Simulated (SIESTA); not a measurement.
Crystal: Ga.

```
Ga
1.0
    -1.38440    1.38440    2.31122
     1.38440   -1.38440    2.31122
     1.38440    1.38440   -2.31122
Ga
1
Cartesian
  0.0000 0.0000 0.0000
```

This isn't the form of Ga at room conditions, which is orthorhombic.

```yaml
Program: SIESTA 5.4.2
Task: single point
Functional: PBE
Potentials_or_basis: PseudoDojo 0.4 standard (PBE files)
Basis: DZP (energy shift 0.003 Ry; two zetas on semicore shells)
Grid_cutoff: 800 Ry
Energy_shift: 0.003 Ry
k_mesh: 13 × 13 × 13
Occupations: fermi-dirac, width 0.05 eV
Spin: no spin polarisation
```

On this cell: pressure 3.6 GPa; band gap on the k mesh none (metal or under the smearing width).

The same run follows on a disturbed copy (cell strained at random at fixed volume):

```
Ga
1.0
    -1.34574    1.36748    2.27974
     1.38532   -1.38141    2.31180
     1.38426    1.41993   -2.28809
Ga
1
Direct
  0.00017 0.01188 0.01187
```

Q: What changes?

A: The energy (extrapolated to zero smearing) moves by +1.4 meV/atom; pressure 4.0 GPa; band gap on the k mesh none (metal or under the smearing width).

Stress tensor (GPa, compression positive):
```
 3.76  0.13 -0.10
 0.13  3.82 -0.02
-0.10 -0.02  4.39
```

Caveats: the basis of atomic orbitals isn't converged, which shifts pressures, moduli and gaps.
